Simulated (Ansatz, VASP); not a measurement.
## Two plane-wave programs on GaS

INCAR

```
SYSTEM = GaS
PREC     = Accurate       ! precision mode
ENCUT    = 520            ! plane-wave cutoff, eV
EDIFF    = 1E-6           ! SCF threshold, eV
ISMEAR   = 0              ! smearing method
SIGMA    = 0.1            ! smearing width, eV
LREAL    = .False.        ! projectors in reciprocal space
LASPH    = .True.         ! aspherical terms in the spheres
NELM     = 100            ! most SCF steps
ALGO     = Normal         ! electronic algorithm
ISIF     = 2              ! what is computed and relaxed
LWAVE    = .False.        ! write WAVECAR
LCHARG   = .True.         ! write CHGCAR
GGA      = PE             ! functional
LELF     = .True.         ! ELF
LVHAR    = .True.       
NBANDS   = 48             ! bands
```

The input KPOINTS:

```
Automatic mesh
0
Gamma
  6 6 1
  0 0 0
```

The input POSCAR:

```
GaS
1.0
    3.5932474100      0.0000000000      0.0000000000
   -1.7966237100      3.1118435900      0.0000000000
    0.0000000000      0.0000000000     16.0146560700
Ga S
4 4
Direct
    0.3333333400      0.6666666900      0.3264495700
    0.6666666900      0.3333333400      0.8264495700
    0.6666666900      0.3333333400      0.6735504300
    0.3333333400      0.6666666900      0.1735504300
    0.3333333400      0.6666666900      0.8931489000
    0.6666666900      0.3333333400      0.3931489000
    0.6666666900      0.3333333400      0.1068511000
    0.3333333400      0.6666666900      0.6068511000
```

Input for Ansatz:

```yaml
crystal:
  lattice:
    - [3.59324741, 0.0, 0.0]
    - [-1.79662371, 3.11184359, 0.0]
    - [0.0, 0.0, 16.01465607]
  atoms:
    - { symbol: Ga, position: [0.33333334, 0.66666669, 0.32644957] }
    - { symbol: Ga, position: [0.66666669, 0.33333334, 0.82644957] }
    - { symbol: Ga, position: [0.66666669, 0.33333334, 0.67355043] }
    - { symbol: Ga, position: [0.33333334, 0.66666669, 0.17355043] }
    - { symbol: S, position: [0.33333334, 0.66666669, 0.8931489] }
    - { symbol: S, position: [0.66666669, 0.33333334, 0.3931489] }
    - { symbol: S, position: [0.66666669, 0.33333334, 0.1068511] }
    - { symbol: S, position: [0.33333334, 0.66666669, 0.6068511] }
basis:
  ecutwfc: 420
kpoints:
  mp_grid: { grid: [6, 6, 1] }
hamiltonian:
  xc: pbe
scf:
  occupations: { method: gaussian, width: 0.1 }
  lower_state_search: "off"
output:
  forces: true
  stress: true
  eigenvalues: true
```

Alike in both runs: task single point; functional PBE; k mesh 6 × 6 × 1; occupations gaussian, width 0.1 eV; no spin polarisation.

|  | VASP | Ansatz |
| --- | --- | --- |
| version | VASP 6.6.1 | Ansatz 0.2.0 |
| potentials or method | VASP PAW PBE potentials, release 64 (Ga_d, S) | scalar-relativistic, plane waves, PAW |
| plane-wave cutoff (eV) | 520 | 420 |
| valence electrons in the cell | 76 | 76 |

|  | VASP | Ansatz | Ansatz less VASP |
| --- | --- | --- | --- |
| gap on the k mesh at the Fermi level (eV) | 1.81 | 1.79 | -0.012 |
| least direct gap on the mesh (eV) | 1.83 | 1.82 | -0.011 |
| pressure (GPa) | 2.3 | 2.3 | +0.04 |
| largest component of the traceless stress (GPa) | 0.02 | 0.07 | +0.046 |
| rms of the force components (eV/Å) | 0.111 | 0.106 | -0.0046 |

Atom by atom the forces differ by 0.005 eV/Å (rms over components). Ansatz warned: «structure_snapped_to_symmetry».

Caveats: an odd mesh through Γ misses points on the zone boundary, where band edges often lie; this functional lacks dispersion, which binds the layers, so the pressure and a relaxed spacing across them are unreliable.
